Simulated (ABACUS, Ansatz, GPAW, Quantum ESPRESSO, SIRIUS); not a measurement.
The equilibrium volume of SrO, sorted by core time

**What was measured.** The equilibrium volume of SrO (Fm-3m) is reported as 17.18 Å³/atom at 298.15 K (a printed reference work). The runs below try to reproduce it.

It takes space group Fm-3m (No. 225, cubic). The conventional cell has a = 5.133 Å, b = 5.133 Å, c = 5.133 Å, α = 90.00°, β = 90.00°, γ = 90.00°. Sr (site symmetry m-3m) has 6 O at 2.57 Å as nearest neighbours. O (site symmetry m-3m) is surrounded by 6 Sr at 2.57 Å.

```csv
rung,level,program and potentials,cutoff (eV),k mesh,smearing,task,core time,chip,equilibrium volume (Å³/atom),miss,notes
GGA + dispersion,revPBE+D4,"Ansatz, all-electron LAPW, scalar-relativistic",-,9 × 9 × 9,fermi-dirac 0.05,relaxation of cell and atoms,16 s,Arm Neoverse V1,17.40,+1.3 %,-
LDA,LDA,"Ansatz, all-electron LAPW, scalar-relativistic",-,9 × 9 × 9,fermi-dirac 0.05,relaxation of cell and atoms,17 s,Arm Neoverse V1,16.23,-5.5 %,-
GGA,BLYP,"Ansatz, all-electron LAPW, scalar-relativistic",-,9 × 9 × 9,fermi-dirac 0.05,relaxation of cell and atoms,22 s,Arm Neoverse V1,18.07,+5.2 %,-
LDA,LDA,"ABACUS, PseudoDojo NC SR 0.4.1 LDA standard, plane waves",1143,7 × 7 × 7,fermi-dirac 0.05,relaxation of cell and atoms,35 s,Intel Xeon Platinum 8375C Ice Lake,16.22,-5.6 %,-
GGA,PBE,"Ansatz, all-electron LAPW, scalar-relativistic",-,9 × 9 × 9,fermi-dirac 0.05,equation of state,35 s,Arm Neoverse V2,17.52,+2.0 %,-
GGA,BP86,"GPAW, PAW data sets generated for this functional",800,7 × 7 × 7,fermi-dirac 0.05,equation of state,48 s,AMD EPYC 9R14 Zen 4,17.58,+2.3 %,-
GGA,PBE,"GPAW, GPAW PAW data sets (gpaw-data 1.2.1)",800,7 × 7 × 7,fermi-dirac 0.05,equation of state,62 s,Arm Neoverse V2,17.63,+2.6 %,-
non-local van der Waals functional,optPBE-vdW,"GPAW, GPAW PAW data sets (gpaw-data 1.2.1)",800,7 × 7 × 7,fermi-dirac 0.05,equation of state,70 s,Arm Neoverse V2,17.68,+2.9 %,potentials made for PBE
GGA + dispersion,PBE+D3(BJ),"GPAW, GPAW PAW data sets (gpaw-data 1.2.1)",800,7 × 7 × 7,fermi-dirac 0.05,equation of state,86 s,Arm Neoverse V1,17.17,-0.1 %,-
GGA,PBE,"Quantum ESPRESSO, SSSP 1.3 efficiency PBE",748,9 × 9 × 9,fermi-dirac 0.05,equation of state,2.1 min,Arm Neoverse V2,17.53,+2.0 %,-
GGA,PBE,"ABACUS, PseudoDojo NC SR 0.4.1 PBE standard, plane waves",1143,9 × 9 × 9,fermi-dirac 0.05,equation of state,5 min,Intel Xeon Platinum 8259CL Skylake/Cascade Lake,17.49,+1.8 %,-
GGA,WC,"SIRIUS, all-electron FP-LAPW, apw+lo standard",-,9 × 9 × 9,fermi-dirac 0.05,equation of state,12 min,Arm Neoverse V1,16.79,-2.3 %,-
```

Times are single runs on shared hosts and different chips, so they are rough; meshes, cutoffs and the tasks' sizes weigh on the time. All rows: no spin polarisation. Smearing widths are in eV. Meshes differ between rows, which moves values too. Meshes are those of the run's cell of 2 atoms unless a note names another. Relaxations start from the cell shown or near it and stop with a little pressure left. The cell shown, of 16.90 Å³ an atom, is the runs' start and not the measured value. Misses use the values as printed. Runs on faulty files, with rough fits or with known faults for this quantity aren't shown. No row holds spin-orbit coupling.

By rung: LDA 16.22 to 16.23; GGA + dispersion 17.17 to 17.40; GGA 16.79 to 18.07; non-local van der Waals functional 17.68 (Å³/atom). Measured: 17.18 Å³/atom at 298.15 K (a printed reference work). Closest is PBE+D3(BJ) (-0.1 %), and PBE misses by +1.8 % to +2.6 % on plain settings. The runs are for a static lattice, while measurements hold temperature and zero-point motion.
